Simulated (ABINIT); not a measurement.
The system is Au.

```xyz
1
Lattice="0.0000 2.0350 2.0350 2.0350 0.0000 2.0350 2.0350 2.0350 0.0000" Properties=species:S:1:pos:R:3 pbc="T T T"
Au    0.0000    0.0000    0.0000
```

```yaml
Program: ABINIT 10.8.3 (patched build)
Task: relaxation of cell and atoms
Functional: PBE
Potentials_or_basis: Ansatz PAW PBE generated set soft_1, frozen core
Cutoff: 419 eV
k_mesh: 8 × 8 × 8
Occupations: fermi-dirac, width 0.05 eV
Spin: no spin polarisation
```

At the start: pressure 11.9 GPa; volume 16.85 Å³/atom.

Q: Where does the relaxation end?

A: Over 5 steps the energy falls by 40.3 meV/atom and the volume is 18.02 Å³/atom (+6.9 %); space group Fm-3m (No. 225, to 0.05 Å).

Step by step:
```csv
step,energy change (eV),largest force (eV/Å),pressure (GPa),volume (Å³)
1,0.0000,0.0000,11.90,16.85
2,-0.0322,0.0000,4.94,17.48
3,-0.0402,0.0000,0.52,17.95
4,-0.0403,0.0000,0.04,18.01
5,-0.0403,0.0000,0.00,18.02
```

Final structure:
```
CELL_PARAMETERS angstrom
0.00000 2.08076 2.08076
2.08076 0.00000 2.08076
2.08076 2.08076 0.00000
ATOMIC_POSITIONS crystal
Au 0.00000 0.00000 0.00000
```
